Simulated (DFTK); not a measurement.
# Ti (Fm-3m) in DFTK: reference runs

How does Ti come out in PBE? The cell is run as given and disturbed, then over a range of volumes.

Program: DFTK 0.8.2. These are calculated values, not measurements. Logs are shortened: lines on timing, memory, paths and dates and some standing lists are left out, and cuts for length are marked.

### 1 The structure

Symmetry: Fm-3m, No. 225, cubic system. The conventional cell has a = 4.060 Å, b = 4.060 Å, c = 4.060 Å, α = 90.00°, β = 90.00°, γ = 90.00°. Ti (site symmetry m-3m) is surrounded by 12 Ti at 2.87 Å.

This isn't the form of Ti at room conditions, which is hcp.

### 2 Equation of state, PBE

Input file run.jl:

```julia
using DFTK
using PseudoPotentialData
using Unitful, UnitfulAtomic
using LinearAlgebra, Printf
include("save.jl")
disable_threading()

# lattice vectors are the columns
lattice = austrip(1u"Å") * [           0.0           2.03           2.03;
                     2.03            0.0           2.03;
                     2.03           2.03            0.0]
symbols   = [:Ti]
positions = [[0.0, 0.0, 0.0]]
pseudopotentials = PseudoFamily("dojo.nc.sr.pbe.v0_4_1.standard.upf")
elements = Dict(s => ElementPsp(s, pseudopotentials) for s in unique(symbols))
atoms    = [elements[s] for s in symbols]

build_model(lattice, positions; symmetries=true) =
    model_DFT(lattice, atoms, positions;
              functionals=PBE(),
              temperature=austrip(0.05u"eV"),
              smearing=Smearing.FermiDirac(),
              symmetries)
Ecut  = 42.0  # hartree
kgrid = [11, 11, 11]
tol   = 1e-6
to_GPa = ustrip(uconvert(u"GPa", 1u"hartree/bohr^3"))

results["points"] = []
for scale in [0.94, 0.96, 0.98, 1.0, 1.02, 1.04, 1.06]
    println("\n=== scale = ", scale)
    model = build_model(cbrt(scale) * lattice, positions)
    basis = PlaneWaveBasis(model; Ecut, kgrid)
    t0 = time()
    scfres = self_consistent_field(basis;
                                   tol,
                                   nbandsalg=AdaptiveBands(model; n_bands_converge=11))
    seconds = time() - t0
    @printf "SCF: %d iterations, %.1f s\n" scfres.n_iter seconds
    forces = compute_forces_cart(scfres)
    stress = compute_stresses_cart(scfres)
    @printf "V = %.5f Å^3  F = %.8f Ha  max force = %.5f eV/Å  p = %.4f GPa\n" ustrip(auconvert(u"Å^3", model.unit_cell_volume)) scfres.energies.total ustrip(auconvert(u"eV/Å", maximum(norm, forces))) (-tr(stress) / 3 * to_GPa)
    push!(results["points"], save_scf!(scfres; forces, stress, d=Dict{String,Any}("seconds" => seconds, "n_matvec" => get(scfres, :n_matvec, 0))))
end

# third-order Birch-Murnaghan fit in x = V^(-2/3)
V = [0.94, 0.96, 0.98, 1.0, 1.02, 1.04, 1.06] * abs(det(lattice))
E = [p["total"] for p in results["points"]]
x = V .^ (-2 / 3)
c = [x .^ 0 x x .^ 2 x .^ 3] \ E
Δ = c[3]^2 - 3c[2] * c[4]
if Δ > 0
    x0 = (-c[3] + sqrt(Δ)) / 3c[4]
    B0 = 4 / 9 * x0^(7 / 2) * (2c[3] + 6c[4] * x0)
    @printf "V0 = %.4f Å^3  B0 = %.2f GPa\n" ustrip(auconvert(u"Å^3", x0^(-3 / 2))) B0 * to_GPa
end
```

Potentials or basis: dojo.nc.sr.pbe.v0_4_1.standard.upf (PBE).

Command:

```console
julia --threads=1 run.jl  # save.jl only writes the numbers to a file and isn't shown; printed stress counts tension as positive; times include loading and compiling
```

Log:

```text
=== scale = 0.94
n     Energy            log10(ΔE)   log10(Δρ)   Diag   Δtime
---   ---------------   ---------   ---------   ----   ------
  1   -59.33230298775                   -0.87    4.5    7.96s
  2   -59.34397034179       -1.93       -1.07    1.3    3.35s
  3   -59.35101971695       -2.15       -1.64    2.9    5.33s
  4   -59.35139453347       -3.43       -2.39    1.9    4.64s
  5   -59.35140520813       -4.97       -2.84    2.3    4.75s
  6   -59.35140564057       -6.36       -3.28    1.8    4.13s
  7   -59.35140576910       -6.89       -3.84    2.2    4.69s
  8   -59.35140577718       -8.09       -4.49    2.0    4.28s
  9   -59.35140577799       -9.09       -4.99    2.0    3.56s
 10   -59.35140577804      -10.34       -6.23    2.1    4.23s
SCF: 10 iterations, 47.4 s
V = 15.72700 Å^3  F = -59.35140578 Ha  max force = 0.00000 eV/Å  p = 12.5650 GPa

=== scale = 0.96
n     Energy            log10(ΔE)   log10(Δρ)   Diag   Δtime
---   ---------------   ---------   ---------   ----   ------
[... 59 further cycles ...]
  1   -59.33065413817                   -0.85    4.6    7.28s
  2   -59.34390822417       -1.88       -1.04    1.4    3.79s
  3   -59.35303014072       -2.04       -1.59    3.0    4.49s
  4   -59.35347495393       -3.35       -2.09    1.6    3.97s
  5   -59.35351542101       -4.39       -2.69    2.2    4.49s
  6   -59.35351650048       -5.97       -3.25    1.9    4.23s
  7   -59.35351662568       -6.90       -3.70    2.4    4.70s
  8   -59.35351665900       -7.48       -4.57    2.0    4.34s
  9   -59.35351665986       -9.07       -4.95    3.0    5.28s
 10   -59.35351665990      -10.43       -6.09    2.0    6.58s
SCF: 10 iterations, 49.9 s
V = 17.73471 Å^3  F = -59.35351666 Ha  max force = 0.00000 eV/Å  p = -2.1401 GPa
V0 = 17.3715 Å^3  B0 = 106.23 GPa
```

It took 12 min on 1 thread of Intel Xeon Platinum 8259CL at 2.50GHz (Skylake/Cascade Lake), shared host; peak memory 1.6 GiB.

What came out:

```
Equilibrium volume                      : 17.37 Å³/atom
Bulk modulus                            : 106 GPa
Pressure derivative of the bulk modulus : 3.5
```

Energy against volume, from the lowest point:
```csv
volume (Å³/atom),energy (meV/atom)
15.727,59.87
16.062,36.81
16.396,19.78
16.731,8.28
17.065,1.82
17.400,0.00
17.735,2.43
```

### 3 Single point, PBE, 15.73 Å³/atom (volume scaled by 0.94)

run.jl is that of step 2.

Potentials or basis: dojo.nc.sr.pbe.v0_4_1.standard.upf (PBE).

Command:

```console
julia --threads=1 run.jl  # one pass of the loop, scale = 0.94; save.jl only writes the numbers to a file and isn't shown; printed stress counts tension as positive; times include loading and compiling
```

Wall time 47 s (1 thread of Intel Xeon Platinum 8259CL at 2.50GHz (Skylake/Cascade Lake), shared host).

It converged, with:

```yaml
Free_energy: -1615.0340 eV
Pressure: 12.6 GPa
Band_gap_on_the_k_mesh: none (metal or under the smearing width)
```

### 4 Single point, PBE, 16.06 Å³/atom (volume scaled by 0.96)

run.jl is that of step 3.

Command:

```console
julia --threads=1 run.jl  # one pass of the loop, scale = 0.96; save.jl only writes the numbers to a file and isn't shown; printed stress counts tension as positive; times include loading and compiling
```

It took 57 s on 1 thread of Intel Xeon Platinum 8259CL at 2.50GHz (Skylake/Cascade Lake), shared host.

It converged, with:

```
Free energy            : -1615.0571 eV
Pressure               : 9.5 GPa
Band gap on the k mesh : none (metal or under the smearing width)
```

### 5 Single point, PBE, 16.40 Å³/atom (volume scaled by 0.98)

run.jl is that of step 4.

Command:

```console
julia --threads=1 run.jl  # one pass of the loop, scale = 0.98; save.jl only writes the numbers to a file and isn't shown; printed stress counts tension as positive; times include loading and compiling
```

It took 59 s on 1 thread of Intel Xeon Platinum 8259CL at 2.50GHz (Skylake/Cascade Lake), shared host.

It converged, with:

```
Free energy            : -1615.0741 eV
Pressure               : 6.8 GPa
Band gap on the k mesh : none (metal or under the smearing width)
```

### 6 Single point, PBE, 16.73 Å³/atom

run.jl is that of step 5.

Potentials or basis: dojo.nc.sr.pbe.v0_4_1.standard.upf (PBE).

Command:

```console
julia --threads=1 run.jl  # one pass of the loop, scale = 1.0; save.jl only writes the numbers to a file and isn't shown; printed stress counts tension as positive; times include loading and compiling
```

Run time: 67 s. Hardware: 1 thread of Intel Xeon Platinum 8259CL at 2.50GHz (Skylake/Cascade Lake), shared host.

Results (log left out):

```yaml
Free_energy: -1615.0856 eV
Pressure: 4.3 GPa
Band_gap_on_the_k_mesh: none (metal or under the smearing width)
```

### 7 Single point, PBE, 17.07 Å³/atom (volume scaled by 1.02)

run.jl is that of step 6.

Command:

```console
julia --threads=1 run.jl  # one pass of the loop, scale = 1.02; save.jl only writes the numbers to a file and isn't shown; printed stress counts tension as positive; times include loading and compiling
```

It took 55 s on 1 thread of Intel Xeon Platinum 8259CL at 2.50GHz (Skylake/Cascade Lake), shared host.

Results (log left out):

```yaml
Free_energy: -1615.0921 eV
Pressure: 1.9 GPa
Band_gap_on_the_k_mesh: none (metal or under the smearing width)
```

### 8 Single point, PBE, 17.40 Å³/atom (volume scaled by 1.04)

run.jl is that of step 7.

Command:

```console
julia --threads=1 run.jl  # one pass of the loop, scale = 1.04; save.jl only writes the numbers to a file and isn't shown; printed stress counts tension as positive; times include loading and compiling
```

Wall time 53 s (1 thread of Intel Xeon Platinum 8259CL at 2.50GHz (Skylake/Cascade Lake), shared host).

Results (log left out):

```
Free energy            : -1615.0939 eV
Pressure               : -0.2 GPa
Band gap on the k mesh : none (metal or under the smearing width)
```

### 9 Single point, PBE, 17.73 Å³/atom (volume scaled by 1.06)

run.jl is that of step 8.

Potentials or basis: dojo.nc.sr.pbe.v0_4_1.standard.upf (PBE).

Command:

```console
julia --threads=1 run.jl  # one pass of the loop, scale = 1.06; save.jl only writes the numbers to a file and isn't shown; printed stress counts tension as positive; times include loading and compiling
```

Run time: 50 s. Hardware: 1 thread of Intel Xeon Platinum 8259CL at 2.50GHz (Skylake/Cascade Lake), shared host.

Results (log left out):

```yaml
Free_energy: -1615.0915 eV
Pressure: -2.1 GPa
Band_gap_on_the_k_mesh: none (metal or under the smearing width)
```

### 10 Single point, PBE (cell strained at random at fixed volume)

Input file run.jl:

```julia
using DFTK
using PseudoPotentialData
using Unitful, UnitfulAtomic
using LinearAlgebra, Printf
include("save.jl")
disable_threading()

# lattice vectors are the columns
lattice = austrip(1u"Å") * [      0.021768       2.006457       2.039505;
                 1.998691       0.002994       2.050514;
                 2.031315       2.050089      -0.030055]
symbols   = [:Ti]
positions = [[-0.01567, 0.00381, 0.006629]]
pseudopotentials = PseudoFamily("dojo.nc.sr.pbe.v0_4_1.standard.upf")
elements = Dict(s => ElementPsp(s, pseudopotentials) for s in unique(symbols))
atoms    = [elements[s] for s in symbols]

build_model(lattice, positions; symmetries=true) =
    model_DFT(lattice, atoms, positions;
              functionals=PBE(),
              temperature=austrip(0.05u"eV"),
              smearing=Smearing.FermiDirac(),
              symmetries)
Ecut  = 42.0  # hartree
kgrid = [11, 11, 11]
tol   = 1e-6
to_GPa = ustrip(uconvert(u"GPa", 1u"hartree/bohr^3"))

model = build_model(lattice, positions)
basis = PlaneWaveBasis(model; Ecut, kgrid)
display(basis)
scfres = self_consistent_field(basis;
                               tol,
                               nbandsalg=AdaptiveBands(model; n_bands_converge=11))
display(scfres.energies)
@printf "Fermi level: %.6f eV\n" ustrip(auconvert(u"eV", something(scfres.εF, NaN)))
forces = compute_forces_cart(scfres)
println("Forces (eV/Å)")
for (s, f) in zip(symbols, forces)
    @printf "%-3s %12.6f %12.6f %12.6f\n" s ustrip.(auconvert.(u"eV/Å", f))...
end
stress = compute_stresses_cart(scfres)
println("Stress (GPa)")
display(round.(stress * to_GPa; digits=4))
println("Levels at the first k-point (eV): ", round.(ustrip.(auconvert.(u"eV", scfres.eigenvalues[1][1:scfres.n_bands_converge])); digits=4))
save_scf!(scfres; forces, stress)
```

Potentials or basis: dojo.nc.sr.pbe.v0_4_1.standard.upf (PBE).

Command:

```console
julia --threads=1 run.jl  # save.jl only writes the numbers to a file and isn't shown; printed stress counts tension as positive; times include loading and compiling
```

Log:

```text
PlaneWaveBasis discretization:

    Ecut                 : 42.0 Ha
    fft_size             : (36, 36, 36), 46656 total points
    kgrid                : MonkhorstPack([11, 11, 11])
    num.   red. kpoints  : 1331
    num. irred. kpoints  : 1331

    Discretized Model(gga_x_pbe+gga_c_pbe, 3D):
        lattice (in Bohr)    : [0.0411356 , 3.79165   , 3.85411   ]
                               [3.77698   , 0.00565784, 3.87491   ]
                               [3.83863   , 3.87411   , -0.0567957]
        unit cell volume     : 112.91 Bohr³

        atoms                : Ti
        pseudopot. family    : PseudoFamily("dojo.nc.sr.pbe.v0_4_1.standard.upf")

        num. electrons       : 12
        spin polarization    : none
        temperature          : 0.0018375 Ha
        smearing             : DFTK.Smearing.FermiDirac()

        terms                : Kinetic()
                               AtomicLocal()
                               AtomicNonlocal()
                               Ewald(nothing)
                               PspCorrection()
                               Hartree()
                               Xc(gga_x_pbe, gga_c_pbe)
                               Entropy()
n     Energy            log10(ΔE)   log10(Δρ)   Diag   Δtime
---   ---------------   ---------   ---------   ----   ------
  1   -59.33219674085                   -0.86    3.8     139s
  2   -59.34465333146       -1.90       -1.06    1.1    71.7s
  3   -59.35265792558       -2.10       -1.62    3.0     124s
  4   -59.35308226526       -3.37       -2.29    1.9     105s
  5   -59.35309829023       -4.80       -2.77    2.3     102s
  6   -59.35309901365       -6.14       -3.28    1.7    87.4s
  7   -59.35309909972       -7.07       -3.74    2.2    92.7s
  8   -59.35309912666       -7.57       -4.65    2.0    97.0s
  9   -59.35309912711       -9.35       -4.85    2.5    95.8s
 10   -59.35309912718      -10.16       -5.63    1.2    68.7s
 11   -59.35309912718      -12.31       -5.90    2.9     103s
 12   -59.35309912718      -11.78       -6.36    1.1    68.4s
Energy breakdown (in Ha):
    Kinetic             23.5557740
    AtomicLocal         -45.1521613
    AtomicNonlocal      0.5732530
    Ewald               -43.0199105
    PspCorrection       1.5603979
    Hartree             11.8716136
    Xc                  -8.7416238
    Entropy             -0.0004421

    total               -59.353099127179
Fermi level: 10.351133 eV
Forces (eV/Å)
Ti     -0.000000     0.000000     0.000000
Stress (GPa)
3×3 StaticArraysCore.SMatrix{3, 3, Float64, 9} with indices SOneTo(3)×SOneTo(3):
 -4.9151   1.8664  -0.196
  1.8664  -4.6703  -1.5407
 -0.196   -1.5407  -3.494
Levels at the first k-point (eV): [-46.2499, -22.1055, -22.0799, -22.0598, 4.2012, 11.0482, 11.2609, 11.4776, 12.9036, 13.0909, 25.833]
```

Wall time 33 min (1 thread of Intel Xeon Platinum 8259CL at 2.50GHz (Skylake/Cascade Lake), shared host); peak memory 5.4 GiB.

What came out:

```yaml
Free_energy: -1615.0801 eV
Pressure: 4.4 GPa
Band_gap_on_the_k_mesh: none (metal or under the smearing width)
```

Stress tensor (GPa, compression positive):
```
 4.92 -1.87  0.20
-1.87  4.67  1.54
 0.20  1.54  3.49
```
